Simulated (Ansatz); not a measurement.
# CuO: two electronic states of one cell

An SCF can end in more than one state. Here CuO, a crystal from a database, its volume scaled a little, is run from each state found earlier: which lies lowest, and what else changes?

All numbers below are computed with Ansatz 0.2.0 (DFT, PBE, with U_eff = 6.02 eV on Cu d, plane waves, PAW).

### Step 1. The cell

It takes space group C2/c (No. 15, monoclinic). The conventional cell has a = 4.634 Å, b = 3.443 Å, c = 5.069 Å, α = 90.00°, β = 98.64°, γ = 90.00°. Around Cu (site symmetry -1) lie 4 O at 1.87 to 1.98 Å. O (site symmetry 2) is surrounded by 4 Cu at 1.87 to 1.98 Å.

As a file:

```xyz
8
Lattice="2.3168 1.7213 0.0000 4.6337 -3.4426 0.0000 0.7618 0.0000 -5.0114" Properties=species:S:1:pos:R:3 pbc="T T T"
Cu    1.1584    0.8607    0.0000
Cu    3.4753   -0.8607    0.0000
Cu    1.5393   -0.8607   -2.5057
Cu    3.8562   -2.5820   -2.5057
O     2.8882   -0.1305   -3.7585
O     5.2051   -1.8518   -3.7585
O     2.5073    0.1305   -1.2528
O     4.8241   -1.5908   -1.2528
```

The states: A, Cu1 down, Cu2 down, Cu3 up, Cu4 up (collinear spin); B, Cu1 up, Cu2 down, Cu3 up, Cu4 down (collinear spin). Each run reads its own saved solution as saved_state.

### Step 2. Run from state A

input.yaml

```yaml
crystal:
  lattice:
    - [2.316839, 1.721304, 0.0]
    - [4.633678, -3.442608, 0.0]
    - [0.761833, 0.0, -5.011376]
  atoms:
    - { symbol: Cu, position: [0.5, 0.0, 0.0], spin: 1.0 }
    - { symbol: Cu, position: [0.5, 0.5, 0.0], spin: 1.0 }
    - { symbol: Cu, position: [0.0, 0.25, 0.5], spin: 1.0 }
    - { symbol: Cu, position: [0.0, 0.75, 0.5], spin: 1.0 }
    - { symbol: O, position: [0.4621, 0.26895, 0.75] }
    - { symbol: O, position: [0.4621, 0.76895, 0.75] }
    - { symbol: O, position: [0.5379, 0.23105, 0.25] }
    - { symbol: O, position: [0.5379, 0.73105, 0.25] }
kpoints:
  mp_grid: { grid: [6, 3, 4], shift: [0, 0, 0] }
  band_path:
    path:
      - [0.0, 0.0, 0.0]
      - [0.39118414, -0.78236828, 0.0]
      - [-0.39118414, -1.21763172, 0.0]
      - [-0.5, -1.0, 0.0]
      - [0.0, 0.0, 0.0]
      - [-0.5, -1.0, -0.5]
      - [-0.37178712, -1.25642577, -0.5]
      - [0.37178712, -0.74357423, -0.5]
      - [0.0, 0.0, -0.5]
      - [0.0, 0.0, 0.0]
      - [0.0, -1.0, -0.5]
    npoints: 6
magnetization:
  spin_polarized: true
scf:
  occupations: { method: fermi_dirac }
  lower_state_search: "off"
  max_iter: 200
hamiltonian:
  pseudopotentials: { kind: paw }
  xc: pbe
  hubbard:
    projectors: all-electron-ortho-atomic
    sites: [{ species: Cu, l: d, u_eff: 6.02 }]
basis:
  ecutwfc: 420
  fft_grid_basis: typed
output:
  forces: true
  stress: true
  eigenvalues: true
  bader: true
  populations: true
  elf: true
  write_potential: true
  volumetric_format: npy
  dos:
    e_range: [-12, 8]
    de: 0.05
    projected: { site_lists: { Cu: [Cu], O: [O] } }
checkpoint:
  read: saved_state
```

The program printed (excerpt; [...] marks lines left out):

```text
Warning: checkpoint.read: basis.xc_grid differs: saved 1, current 2 (points along each axis for each point of the dense box; where the key is left out runs that use forces, runs that use the stress, dielectric runs by a finite field, finite-displacement phonons, runs of [...]
Warning: RAYON_NUM_THREADS=1 ignored (pool sized by the plan → 1); use --threads N
Cu: projections on atomic orbitals take those of the free atom [Ne] 3s2 3p6 3d10 4s1, of charge +0.00 (hamiltonian.pseudopotentials.projection_atoms); the dataset's partial waves leave at most 2.0e-6 of an orbital's norm unspanned inside its sphere
O: projections on atomic orbitals take those of the free atom [He] 2s2 2p4, of charge +0.00 (hamiltonian.pseudopotentials.projection_atoms); the dataset's partial waves leave at most 1.9e-8 of an orbital's norm unspanned inside its sphere
[...]
Pseudopotentials: kind: paw
Pseudopotential: Cu, paw, valence charge 19, recommended cutoff 420 eV (normal), Cu.paw.azcp
Pseudopotential: O, paw, valence charge 6, recommended cutoff 420 eV (normal), O.paw.azcp
Functional definition: PBE
[...]
Crystal: 8 atoms, lattice volume = 79.941 Å³
Basis set: ecut = 420 eV, 1575 PW (Γ), exchange–correlation on 40×80×72 points (8 copies of the dense FFT grid, shifted against one another)
Bands: 63, of which v1, the nominal top of the filled ones, is band 50 counted from 1 (49 counted from 0)
Symmetry: 4 space group operations
Space group: C2/c (ITA 15), of the structure as read, at distance tolerance 4.3e-5 Å
Magnetic group: BNS 15.85 (UNI 92), of the structure as read, at distance tolerance 4.3e-5 Å
k-points: 38 of 72
[...]
Starting moments: Σ|m| = 4 μB on 4 of 8 sites; this step starts from the density that it was given
[...]
WARN: the starting moments were not kept: 2 of 4 ended reversed and 2 kept their direction, counting a site from 0.1 of the cell's largest site moment. The largest reversed, site 1 (counted from 0, in the order of the report's site_moments_mub), started with +1.0 μB and closes at -5.6e-1 [...]
Spin contamination: 1.7048 ħ² per cell (⟨S²⟩ above its minimum at these occupations)
[...]
Free energy (F): -28760.056762 eV
[...]
E sigma→0 (E₀):  -28760.052922 eV
Entropy (-TS):   -0.007680 eV (-0.960 meV/atom)
Fermi energy:    12.326508 eV
[...]
--- Forces (eV/Å), atoms counted from 1 ---
  atom   1  Cu     0.00000000     0.00000000     0.00000000
  atom   2  Cu     0.00000000     0.00000000     0.00000000
  atom   3  Cu     0.00000000     0.00000000     0.00000000
  atom   4  Cu     0.00000000     0.00000000     0.00000000
  atom   5  O      0.00000054    -0.87902430    -0.00003562
  atom   6  O      0.00000054    -0.87902430    -0.00003562
  atom   7  O     -0.00000054     0.87902430     0.00003562
  atom   8  O     -0.00000054     0.87902430     0.00003562
[...]
--- Stress (GPa, compression-positive) ---
       13.712233      -0.000058       6.463859
       -0.000056      14.634894       0.000029
        6.463874       0.000028      23.724053
  P = ⅓ Tr σ = 17.3571 GPa (173.571 kbar)
--- Band table (eV; the first three rows and the last of 76) ---
[...]
Occupation matrices written to <dir>
--- Löwdin populations: 8 sites ---
  site symbol       q [e]    m [muB]
     0     Cu     17.9442    -0.5166
     1     Cu     17.9442    -0.5166
     2     Cu     17.9442     0.5166
     3     Cu     17.9442     0.5166
     4      O      6.9445     0.0000
     5      O      6.9445     0.0000
     6      O      6.9445     0.0000
     7      O      6.9445     0.0000
  spilling = 0.004452 (of n_electrons = 100.000000)
--- Bader charges: 8 sites ---
  site symbol  charge [e]  shift [e]    m [muB]
     0     Cu      1.0522     0.0073    -0.5545
     1     Cu      1.0522     0.0073    -0.5545
     2     Cu      1.0522     0.0073     0.5545
     3     Cu      1.0522     0.0073     0.5545
     4      O     -1.0522     0.0073     0.0000
     5      O     -1.0522     0.0073     0.0000
     6      O     -1.0522     0.0073     0.0000
     7      O     -1.0522     0.0073     0.0000
  estimated error of the sums over rays = 2.0e-4 e
```

Wall time 2.3 min (1 thread of an Arm CPU, shared host); peak memory 0.76 GiB.

### Step 3. State A: levels and charges

States per cell by energy window, from dos.tsv and pdos.tsv (tetrahedra; eV from the Fermi level):

| from | to | total | up | down | Cu d | O p |
| --- | --- | --- | --- | --- | --- | --- |
| -9.0 | -8.0 | 2.29 | 1.09 | 1.19 | 1.27 | 0.89 |
| -8.0 | -7.0 | 7.76 | 3.93 | 3.83 | 4.83 | 2.59 |
| -7.0 | -6.0 | 9.07 | 4.54 | 4.52 | 6.58 | 2.23 |
| -6.0 | -5.0 | 16.07 | 8.05 | 8.03 | 14.84 | 1.01 |
| -5.0 | -4.0 | 5.83 | 2.88 | 2.95 | 3.69 | 1.85 |
| -4.0 | -3.0 | 8.54 | 4.29 | 4.25 | 3.46 | 4.25 |
| -3.0 | -2.0 | 6.46 | 3.22 | 3.23 | 1.30 | 4.87 |
| -2.0 | -1.0 | 2.62 | 1.30 | 1.32 | 0.76 | 1.68 |
| -1.0 | 0.0 | 1.38 | 0.70 | 0.68 | 0.32 | 1.02 |
| 0.0 | 1.0 | 1.49 | 0.74 | 0.75 | 0.88 | 0.47 |
| 1.0 | 2.0 | 2.51 | 1.26 | 1.25 | 1.31 | 1.07 |
| 2.0 | 3.0 | 0.06 | 0.03 | 0.03 | 0.01 | 0.01 |
| 3.0 | 4.0 | 0.45 | 0.23 | 0.23 | 0.03 | 0.08 |

On the mesh the valence top lies at -0.31 eV and the conduction bottom at 0.32 eV on this scale.

Gathered by element (positive charge: electrons given up): Löwdin charges also hold the electrons that the projection spills.

```csv
element,atoms,Bader charge (e),Bader volume (Å³),Löwdin charge (e),"Bader moment, size (μB)"
Cu,4,+1.05,9.9,+1.06,0.55
O,4,-1.05,10.1,-0.94,0.00
```

Löwdin charges rest on a small set of atomic orbitals that misses 0.4 % of the electrons, so they need not add up to the cell's charge and can differ from Bader's even in sign.

Eigenvalues of the corrected shells' occupation matrices:

| atom | shell | spin | eigenvalues |
| --- | --- | --- | --- |
| Cu1 | d | up | 0.45 0.98 1.00 1.00 1.00 |
| Cu1 | d | down | 0.98 0.99 0.99 1.00 1.00 |
| Cu2 | d | up | 0.45 0.98 1.00 1.00 1.00 |
| Cu2 | d | down | 0.98 0.99 0.99 1.00 1.00 |
| Cu3 | d | up | 0.98 0.99 0.99 1.00 1.00 |
| Cu3 | d | down | 0.45 0.98 1.00 1.00 1.00 |
| Cu4 | d | up | 0.98 0.99 0.99 1.00 1.00 |
| Cu4 | d | down | 0.45 0.98 1.00 1.00 1.00 |

The main site moments: Cu1 down, Cu2 down, Cu3 up, Cu4 up.

### Step 4. State B: the run

input.yaml

```yaml
crystal:
  lattice:
    - [2.316839, 1.721304, 0.0]
    - [4.633678, -3.442608, 0.0]
    - [0.761833, 0.0, -5.011376]
  atoms:
    - { symbol: Cu, position: [0.5, 0.0, 0.0], spin: 1.0 }
    - { symbol: Cu, position: [0.5, 0.5, 0.0], spin: -1.0 }
    - { symbol: Cu, position: [0.0, 0.25, 0.5], spin: 1.0 }
    - { symbol: Cu, position: [0.0, 0.75, 0.5], spin: -1.0 }
    - { symbol: O, position: [0.4621, 0.26895, 0.75], spin: 0.0 }
    - { symbol: O, position: [0.4621, 0.76895, 0.75], spin: 0.0 }
    - { symbol: O, position: [0.5379, 0.23105, 0.25], spin: 0.0 }
    - { symbol: O, position: [0.5379, 0.73105, 0.25], spin: 0.0 }
kpoints:
  mp_grid: { grid: [6, 3, 4], shift: [0, 0, 0] }
magnetization:
  spin_polarized: true
scf:
  occupations: { method: fermi_dirac }
  lower_state_search: "off"
  max_iter: 200
hamiltonian:
  pseudopotentials: { kind: paw }
  xc: pbe
  hubbard:
    projectors: all-electron-ortho-atomic
    sites: [{ species: Cu, l: d, u_eff: 6.02 }]
basis:
  ecutwfc: 420
  fft_grid_basis: typed
output:
  forces: true
  stress: true
  eigenvalues: true
  bader: true
  populations: true
  elf: true
  write_potential: true
  volumetric_format: npy
  dos:
    e_range: [-12, 8]
    de: 0.05
    projected: { site_lists: { Cu: [Cu], O: [O] } }
checkpoint:
  read: saved_state
```

The program printed (excerpt; [...] marks lines left out):

```text
Warning: checkpoint.read: basis.xc_grid differs: saved 1, current 2 (points along each axis for each point of the dense box; where the key is left out runs that use forces, runs that use the stress, dielectric runs by a finite field, finite-displacement phonons, runs of [...]
Warning: RAYON_NUM_THREADS=1 ignored (pool sized by the plan → 1); use --threads N
Cu: projections on atomic orbitals take those of the free atom [Ne] 3s2 3p6 3d10 4s1, of charge +0.00 (hamiltonian.pseudopotentials.projection_atoms); the dataset's partial waves leave at most 2.0e-6 of an orbital's norm unspanned inside its sphere
O: projections on atomic orbitals take those of the free atom [He] 2s2 2p4, of charge +0.00 (hamiltonian.pseudopotentials.projection_atoms); the dataset's partial waves leave at most 1.9e-8 of an orbital's norm unspanned inside its sphere
[...]
Pseudopotentials: kind: paw
Pseudopotential: Cu, paw, valence charge 19, recommended cutoff 420 eV (normal), Cu.paw.azcp
[...]
--- Stress (GPa, compression-positive) ---
       14.090121      -0.118644       6.789388
       -0.118646      15.343366       0.017215
        6.789381       0.017216      23.677286
  P = ⅓ Tr σ = 17.7036 GPa (177.036 kbar)
--- Band table (eV; the first three rows and the last of 76) ---
[...]
Occupation matrices written to <dir>
--- Löwdin populations: 8 sites ---
  site symbol       q [e]    m [muB]
     0     Cu     17.9411     0.5341
     1     Cu     17.9411    -0.5341
     2     Cu     17.9432     0.5328
     3     Cu     17.9432    -0.5328
     4      O      6.9416     0.1919
     5      O      6.9416    -0.1919
     6      O      6.9506     0.2015
     7      O      6.9506    -0.2015
  spilling = 0.004469 (of n_electrons = 100.000000)
--- Bader charges: 8 sites ---
  site symbol  charge [e]  shift [e]    m [muB]
     0     Cu      1.0553     0.0073     0.5826
     1     Cu      1.0553     0.0073    -0.5826
     2     Cu      1.0530     0.0073     0.5895
     3     Cu      1.0530     0.0073    -0.5895
     4      O     -1.0497     0.0073     0.1598
     5      O     -1.0497     0.0073    -0.1598
     6      O     -1.0586     0.0073     0.1755
     7      O     -1.0586     0.0073    -0.1755
  estimated error of the sums over rays = 2.1e-4 e
```

It took 3 min on 1 thread of an Arm CPU, shared host; peak memory 0.56 GiB.

### Step 5. State B: levels and charges

Counts of states in windows (eV from the Fermi level; tetrahedra), total and projected:

```csv
from,to,total,up,down,Cu d,O p
-9.0,-8.0,2.65,1.32,1.32,1.52,0.99
-8.0,-7.0,7.24,3.62,3.62,4.50,2.42
-7.0,-6.0,9.23,4.61,4.61,6.73,2.25
-6.0,-5.0,15.78,7.90,7.90,14.50,1.06
-5.0,-4.0,5.58,2.79,2.79,3.70,1.60
-4.0,-3.0,8.83,4.42,4.42,3.66,4.34
-3.0,-2.0,6.68,3.34,3.34,1.39,5.00
-2.0,-1.0,2.37,1.18,1.18,0.64,1.56
-1.0,0.0,1.63,0.82,0.82,0.40,1.17
0.0,1.0,1.92,0.96,0.96,1.11,0.64
1.0,2.0,2.09,1.04,1.04,1.09,0.89
2.0,3.0,0.06,0.03,0.03,0.01,0.01
3.0,4.0,0.45,0.22,0.22,0.02,0.08
```

On the mesh the valence top lies at -0.32 eV and the conduction bottom at 0.35 eV on this scale.

Gathered by element (positive charge: electrons given up): Löwdin charges also hold the electrons that the projection spills.

```csv
element,atoms,Bader charge (e),Bader volume (Å³),Löwdin charge (e),"Bader moment, size (μB)"
Cu,4,+1.05 to +1.06,9.9,+1.06,0.58 to 0.59
O,4,-1.06 to -1.05,10.1,-0.95 to -0.94,0.16 to 0.18
```

The Löwdin projection spills 0.4 % of the electrons and depends on the orbitals chosen; where it disagrees with Bader's partition, neither is an observable.

Occupation eigenvalues of the Hubbard shells:

```
atom  shell  spin               eigenvalues
 Cu1      d    up  0.98 0.99 1.00 1.00 1.00
 Cu1      d  down  0.44 0.98 1.00 1.00 1.00
 Cu2      d    up  0.44 0.98 1.00 1.00 1.00
 Cu2      d  down  0.98 0.99 1.00 1.00 1.00
 Cu3      d    up  0.98 0.99 1.00 1.00 1.00
 Cu3      d  down  0.44 0.98 1.00 1.00 1.00
 Cu4      d    up  0.44 0.98 1.00 1.00 1.00
 Cu4      d  down  0.98 0.99 1.00 1.00 1.00
```

The main site moments: Cu1 up, Cu2 down, Cu3 up, Cu4 down.

### Step 6. Comparison

| state | free energy (meV/atom) | largest site moment (μB) | size of the net moment (μB/cell) | gap (eV) | pressure (GPa) | largest force (eV/Å) | SCF cycles |
| --- | --- | --- | --- | --- | --- | --- | --- |
| A | 0.0 | 0.56 | 0.00 | 0.52 | 17.4 | 0.88 | 12 |
| B | 9.7 | 0.59 | 0.00 | 0.68 | 17.7 | 1.04 | 14 |

State A lies lowest, 9.7 meV per atom under state B. Gaps that take in a band path and gaps read on the mesh alone aren't sampled alike. Every run converged, so convergence alone does not show that a state is the lowest.
